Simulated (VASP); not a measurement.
Input of a VASP 6.6.1 run:

File INCAR:

```
SYSTEM = Er
PREC     = Accurate       ! precision mode
ENCUT    = 900            ! plane-wave cutoff, eV
EDIFF    = 1E-8           ! SCF threshold, eV
ISMEAR   = 0              ! smearing method
SIGMA    = 0.05           ! smearing width, eV
LREAL    = .False.        ! projectors in reciprocal space
LASPH    = .True.         ! aspherical terms in the spheres
NELM     = 100            ! most SCF steps
ALGO     = Normal         ! electronic algorithm
ISIF     = 2              ! what is computed and relaxed
LWAVE    = .False.        ! write WAVECAR
LCHARG   = .False.        ! write CHGCAR
ISPIN    = 2              ! spin polarisation
MAGMOM   = 3              ! initial moments
LORBIT   = 11             ! projections on sites
LMAXMIX  = 6              ! l up to which the mixer works
GGA      = PE             ! functional
ADDGRID  = .False.
```

Contents of KPOINTS:

```
Automatic mesh
0
Gamma
  11 11 11
  0 0 0
```

Contents of POSCAR:

```
Er
1.0
   -0.0089250000      2.4571370000      2.4791170000
    2.4542050000     -0.0023290000      2.4725200000
    2.4870360000      2.4833720000     -0.0351600000
Er
1
Direct
   -0.0043710000     -0.0077920000     -0.0181410000
```

Potentials or basis: VASP PAW PBE potentials, release 64 (Er_3), 4f in core.

Run with:

```sh
$ cat potpaw_PBE.64/Er_3/POTCAR > POTCAR
$ mpirun -np 1 vasp_std > vasp.out
```

Q: Predict the band gap on the k mesh.

A: None (metal or under the smearing width).

Q: Predict the net moment.

A: 0.00 μB per cell.

Q: Estimate the pressure.

A: -0.1 GPa.

Stress tensor (GPa, compression positive):
```
 0.00 -0.34  0.58
-0.34  0.04  0.40
 0.58  0.40 -0.26
```

Caveat: the magnetic or orbital state may not be the lowest; spin-orbit coupling is left out, which moves the levels of the heavy elements; the 4f electrons are frozen in the core as for a trivalent ion, so they carry no moment and show no levels. The state reached can hang on the start; a lower one may exist.
